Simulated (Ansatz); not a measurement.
Wanted: an ASE script for an Ansatz 0.2.0 run.

```yaml
Task: atomic charges
Functional: PBEsol
Dispersion: D3(BJ)
Potentials_or_basis: PseudoDojo PBEsol stringent
Cutoff: 1116 eV
Density_cutoff: 4463 eV
k_mesh: 10 × 10 × 10
Occupations: cold, width 0.025 eV
Spin: spin-orbit coupling, no magnetisation
Driver: chain
```

The structure of ZrC lies in POSCAR:

```
ZrC
1.0
    0.0000000000      2.4777857933      2.4777857933
    2.4777857933      0.0000000000      2.4777857933
    2.4777857933      2.4777857933      0.0000000000
Zr C
1 1
Direct
    0.5000000000      0.5000000000      0.5000000000
    0.0000000000      0.0000000000      0.0000000000
```

The cell isn't the ideal one: volume scaled by 1.15.

The input as run:

run.py

```python
import json

import ase.io
import numpy as np

import ansatz as az

atoms = ase.io.read("POSCAR", format="vasp")

calculation = (
    az.Crystal.from_ase(atoms)
    .calculation()
    .kpoints(10, 10, 10)
    .functional("pbesol", dispersion="d3bj")
    .pseudopotentials(kind="nc_fr", accuracy="stringent", xc_functional="pbesol")
    .spin("noncollinear", soc=True)
    .occupations(method="cold", width=0.025)
    .populations(orbitals="intrinsic")
    .forces()
    .stress()
    .band_table(publish=True)
)
outcome = calculation.run(threads=2, events_out="events.jsonl")

report = outcome.report
for line in open("events.jsonl"):
    event = json.loads(line)
    if event["event"] == "scf_iter":
        d = event["data"]
        print(f"SCF {d['iter']:3d}  HF = {d['harris_foulkes_ev']:.6f} eV  dr2 = {d['dr2_ev']:.2e} eV")
    elif event["event"] in ("relax_step", "md_step"):
        d = event["data"]
        print(f"{event['event']} {d['step']:3d}  E = {d['lagrangian_ev']:.6f} eV")
np.set_printoptions(precision=5, suppress=True, linewidth=110)
print("converged:", report["converged"], "after", report["n_iterations"], "iterations")
print(f"free energy {report['free_energy_ev']:.6f} eV, Fermi level {report['fermi_energy_ev']:.4f} eV")
for key in ("band_edges_ev", "magnetization_mub", "site_moments_mub", "site_moments_nc_mub", "forces_ev_ang",
                "stress_gpa"):
    if report.get(key) is not None:
        print(key, np.array(report[key]), sep="\n")
```

Potentials or basis: PseudoDojo PBEsol stringent.

Run with:

```bash
$ python run.py
```

Results of the run:

```
Pressure               : -32.7 GPa
Band gap on the k mesh : none (metal or under the smearing width)
```

Caveat: pairwise dispersion overbinds metals, which lowers pressure and volume.

Wall time 12 s on 2 threads of Arm Neoverse V1, on a shared host, peak memory 0.65 GiB.
